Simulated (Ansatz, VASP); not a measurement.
Given: the input of a run of VASP 6.6.1 on TaN.

The input INCAR:

```
SYSTEM = TaN
PREC = Accurate
ENCUT = 600
EDIFF = 1E-6
ISMEAR = -1
SIGMA = 0.05
LREAL = .FALSE.
LASPH = .TRUE.
NELM = 80
ALGO = Fast
ISIF = 3
LWAVE = .FALSE.
LCHARG = .FALSE.
GGA = RE
IVDW = 13
IBRION = 2
NSW = 40
EDIFFG = -0.01
```

Contents of KPOINTS:

```
Automatic mesh
0
G
  10 10 5
  0 0 0
```

The input POSCAR:

```
TaN
1.0
    2.9217699809      0.0000000000      0.0000000000
   -1.4608849905      2.5303270275      0.0000000000
    0.0000000000      0.0000000000      5.9165150000
Ta N
2 2
Direct
    0.0000000000      0.0000000000      0.5000000000
    0.0000000000      0.0000000000      0.0000000000
    0.3333333333      0.6666666667      0.2500000000
    0.6666666667      0.3333333333      0.7500000000
```

Potentials or basis: VASP PAW PBE potentials, release 64 (Ta_pv, N).

The run is started by

```sh
$ cat potpaw_PBE.64/Ta_pv/POTCAR potpaw_PBE.64/N/POTCAR > POTCAR
$ mpirun -np 1 vasp_std > vasp.out
```

Question: Translate it to Ansatz 0.2.0. Potentials there: Ansatz PAW.

Answer: As run (the cutoff follows the program's own potentials):

File input.yaml:

```yaml
crystal:
  lattice:
    - [2.9217699809, 0.0, 0.0]
    - [-1.4608849905, 2.5303270275, 0.0]
    - [0.0, 0.0, 5.916515]
  atoms:
    - { symbol: Ta, position: [0.0, 0.0, 0.5] }
    - { symbol: Ta, position: [0.0, 0.0, 0.0] }
    - { symbol: "N", position: [0.3333333333, 0.6666666667, 0.25] }
    - { symbol: "N", position: [0.6666666667, 0.3333333333, 0.75] }
hamiltonian:
  xc: revpbe
  pseudopotentials: { kind: paw }
  dispersion: d4
kpoints:
  mp_grid: { grid: [10, 10, 5] }
scf:
  occupations: { method: fermi_dirac, width: 0.05 }
output:
  forces: true
  stress: true
  eigenvalues: true
relax:
  f_tol: 0.01
  max_steps: 40
  cell: { stress_tol: 0.05 }
```

Potentials or basis: Ansatz PAW.

The run is started by

```bash
$ ansatz run input.yaml --threads 1 --pin off --max-ram 3584MiB --backend cpu --events-out ev --progress --plain --runs-dir out
```

Both were run:

|  | VASP | Ansatz | Ansatz less VASP |
| --- | --- | --- | --- |
| gap on the k mesh at the Fermi level, each at its own relaxed structure (eV) | none | none | - |
| relaxed volume (Å³/atom) | 10.72 | 10.70 | -0.020 |
| relaxed cell length with the largest relative difference (Å) | 2.901 | 2.900 | -0.0018 |
| energy change over the relaxation (meV/atom) | -4 | -5 | -0.9 |

A gap of «none» marks a metal or a gap that the smearing closes. The two sets of potentials don't hold the same shells in valence.

Caveats: pairwise dispersion overbinds metals, which lowers pressure and volume; the PAW data sets were made with another functional, which shifts forces and pressure a little (VASP); the plane-wave basis is chosen anew once the cell has moved, so the energies of steps on either side of that aren't comparable (Ansatz); the pressure holds a Pulay correction of +0.4 GPa for the finite cutoff (Ansatz); the PAW data sets come from PBE, with cores solved anew for the run's functional, which leaves a small shift of forces and pressure (Ansatz). The runs have no spin-orbit coupling, so splittings on Ta are missing.
